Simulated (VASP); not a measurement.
CdSe:

```xyz
2
Lattice="0.0000 3.0703 3.0703 3.0703 0.0000 3.0703 3.0703 3.0703 0.0000" Properties=species:S:1:pos:R:3 pbc="T T T"
Cd    0.0000    0.0000    0.0000
Se    4.6054    4.6054    4.6054
```

Measurements of this composition are mostly on another form, of space group No. 186.

- Program: VASP 6.6.1
- Task: relaxation of cell and atoms
- Functional: LDA
- Potentials or basis: VASP PAW LDA potentials, release 64 (Cd, Se)
- Cutoff: 600 eV
- k mesh: 8 × 8 × 8
- Occupations: gaussian, width 0.03 eV
- Spin: no spin polarisation

At the start: pressure -2.9 GPa; volume 28.94 Å³/atom.

Problem. Where does the relaxation end?

Solution. Over 3 steps the energy falls by 15.8 meV/atom and the volume is 27.31 Å³/atom (-5.7 %); space group F-43m (No. 216, to 0.05 Å).

Step by step:
```tsv
step	energy change (eV)	largest force (eV/Å)	pressure (GPa)	volume (Å³)
1	0.0000	0.0000	-2.93	57.88
2	-0.0278	0.0000	1.18	53.56
3	-0.0316	0.0000	-0.01	54.61
```

Final structure:
```yaml
crystal:
  lattice:
    - [0.00000, 3.01130, 3.01130]
    - [3.01130, 0.00000, 3.01130]
    - [3.01130, 3.01130, 0.00000]
  atoms:
    - { symbol: Cd, position: [0.00000, 0.00000, 0.00000] }
    - { symbol: Se, position: [0.75000, 0.75000, 0.75000] }
```
